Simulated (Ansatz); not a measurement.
Wanted: the native input for an Ansatz 0.2.0 run.

| Property | Result |
| --- | --- |
| Task | single point |
| Functional | PBEsol |
| Potentials or basis | Ansatz PAW |
| Cutoff | 420 eV (not typed: the program's choice for these potentials) |
| k mesh | 9 × 9 × 9 |
| Occupations | fermi-dirac, width 0.05 eV |
| Spin | collinear spin, ferromagnetic start |
| Starting moments | [1.0, 0.0, 0.0] μB |

Crystal: Si2Ni.

```
Ni Si
1.0
     0.00000    2.70300    2.70300
     2.70300    0.00000    2.70300
     2.70300    2.70300    0.00000
Ni Si
1 2
Direct
  0.00000 0.00000 0.00000
  0.75000 0.75000 0.75000
  0.25000 0.25000 0.25000
```

The input as run:

input.yaml

```yaml
crystal:
  lattice:
    - [0.0, 2.703, 2.703]
    - [2.703, 0.0, 2.703]
    - [2.703, 2.703, 0.0]
  atoms:
    - { symbol: Ni, position: [0.0, 0.0, 0.0], spin: 1.0 }
    - { symbol: Si, position: [0.75, 0.75, 0.75] }
    - { symbol: Si, position: [0.25, 0.25, 0.25] }
hamiltonian:
  xc: pbesol
  pseudopotentials: { kind: paw }
magnetization:
  spin_polarized: true
kpoints:
  mp_grid: { grid: [9, 9, 9] }
scf:
  occupations: { method: fermi_dirac, width: 0.05 }
output:
  forces: true
  stress: true
  eigenvalues: true
```

Potentials or basis: Ansatz PAW.

Run with:

```console
$ ansatz run input.yaml --threads 2 --pin off --max-ram 5632MiB --backend cpu --events-out ev --progress --plain --runs-dir out
```

It gave:

The pressure is -0.9 GPa. The band gap on the k mesh is none (metal or under the smearing width), the net moment is 0.00 μB per cell and the absolute moment is 0.00 μB per cell.

Caveat: the PAW data sets come from PBE, with cores solved anew for the run's functional, which leaves a small shift of forces and pressure; the starting moments weren't kept.

It took 2.1 s on 2 threads of AMD EPYC 7R43 64-Core Processor (Zen 3) (shared host), peak memory 0.39 GiB.
